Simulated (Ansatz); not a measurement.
# What a change of settings does to a run on PbSe

The cell is COD entry 9008695, as deposited and not checked against the literature; nothing was relaxed.

First run: DFT, PBE, all-electron LAPW, scalar-relativistic (Ansatz 0.2.0).

Command: `ansatz run input.yaml --threads 1 --pin off --max-ram 2048MiB --backend cpu --events-out ev --progress --plain --runs-dir out` The run took 7.1 s on 1 thread of Intel(R) Xeon(R) 6975P-C (Granite Rapids) (shared host), peak memory 0.41 GiB.

```yaml
crystal:
  lattice:
    - [0.0, 3.06215, 3.06215]
    - [3.06215, 0.0, 3.06215]
    - [3.06215, 3.06215, 0.0]
  atoms:
    - { symbol: Pb, position: [0.0, 0.0, 0.0] }
    - { symbol: Se, position: [0.5, 0.5, 0.5] }
kpoints:
  mp_grid: { grid: [9, 9, 9] }
scf:
  occupations: { method: gaussian, width: 0.2 }
hamiltonian:
  xc: pbe
  pseudopotentials: { kind: all_electron, lapw: { basis_error: 0.00025 } }
output:
  forces: true
  stress: true
  eigenvalues: true
```

Result: converged; pressure 2.33 GPa; gap on the k mesh 0.69 eV (the mesh can miss the band edges); 7 SCF iterations.

Spin–orbit coupling is left out, though it moves levels of the heavy atoms by tenths of an eV or more.

The input is then changed:

```diff
@@ -10,7 +10,7 @@
   mp_grid: { grid: [9, 9, 9] }
 scf:
-  occupations: { method: gaussian, width: 0.2 }
+  occupations: { method: tetrahedron }
 hamiltonian:
-  xc: pbe
+  xc: pbesol
   pseudopotentials: { kind: all_electron, lapw: { basis_error: 0.00025 } }
 output:
```

(1) Predict the outcome of the changed run.

Results:

(1) It converged; pressure -0.58 GPa; gap on the k mesh 0.65 eV (the mesh can miss the band edges); 7 SCF iterations.
